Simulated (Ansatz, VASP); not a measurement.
HBr in VASP and in Ansatz

```
H Br
1.0
     0.00000    2.16099    2.32307
     2.12842    0.00000    2.32307
     2.12842    2.16099    0.00000
H Br
1 1
Direct
  0.00000 0.00000 0.00000
  0.50000 0.50000 0.50000
```

Change from the starting cell: volume scaled by 0.45, LAPW.

Alike in both runs: task single point; functional PBEsol; k mesh 9 × 9 × 9; occupations fermi-dirac, width 0.03 eV; no spin polarisation.

|  | VASP | Ansatz |
| --- | --- | --- |
| version | VASP 6.6.1 | Ansatz 0.2.0 |
| potentials or method | VASP PAW PBE potentials, release 64 (H, Br), cutoff 520 eV | all-electron LAPW, scalar-relativistic |

|  | VASP | Ansatz | Ansatz less VASP |
| --- | --- | --- | --- |
| pressure (GPa) | 20.6 | 20.6 | -0.05 |
| largest component of the traceless stress (GPa) | 5.30 | 5.27 | -0.028 |

Ansatz ran all-electron here, so the differences hold the error of VASP's frozen core and of both bases.

Caveats: so large a pressure means that the cell lies far from this level's equilibrium, or that cutoff or potentials fall short (VASP); the potentials were made for another functional, which shifts forces and pressure (VASP).
